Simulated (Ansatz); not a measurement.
Crystal: Co.

```
Co
1.0
     2.48736    0.00000    0.00000
    -1.24368    2.15412    0.00000
     0.00000    0.00000    4.06329
Co
2
Direct
  0.33333 0.66667 0.74014
  0.66667 0.33333 0.25986
```

This isn't the form of Co at room conditions, which is hcp.

| Quantity | Value |
| --- | --- |
| Program | Ansatz 0.2.0 |
| Task | single point |
| Functional | PBE |
| Potentials or basis | all-electron LAPW, scalar-relativistic |
| Cutoff | 328 eV (chosen from the basis error) |
| Basis error allowed | 0.001 eV/atom |
| k mesh | 12 × 12 × 7 |
| Occupations | fermi-dirac, width 0.05 eV |
| Spin | collinear spin, ferromagnetic start |
| Starting moments | [2.0, 2.0] μB |

On this cell: pressure 0.7 GPa; largest force 0.490 eV/Å; net moment 3.27 μB per cell; site moments Co +1.70 μB; band gap on the k mesh none (metal or under the smearing width).

The same run follows on a disturbed copy (atoms moved at random, drawn with an rms of 0.05 Å):

```
CELL_PARAMETERS angstrom
2.48736 0.00000 0.00000
-1.24368 2.15412 0.00000
0.00000 0.00000 4.06329
ATOMIC_POSITIONS crystal
Co 0.33137 0.64975 0.73713
Co 0.67030 0.32052 0.26370
```

Q: What does the disturbed cell give?

A: The energy (extrapolated to zero smearing) moves by +8.3 meV/atom; pressure 1.4 GPa; largest force 0.720 eV/Å; net moment 3.28 μB per cell; site moments Co +1.71 μB; band gap on the k mesh none (metal or under the smearing width).

Forces in eV/Å, atoms in the order of the input:
```
Co   0.023  0.023  0.720
Co  -0.023 -0.023 -0.720
```

Stress tensor (GPa, compression positive):
```
2.28 0.18 0.12
0.18 1.91 0.12
0.12 0.12 0.13
```
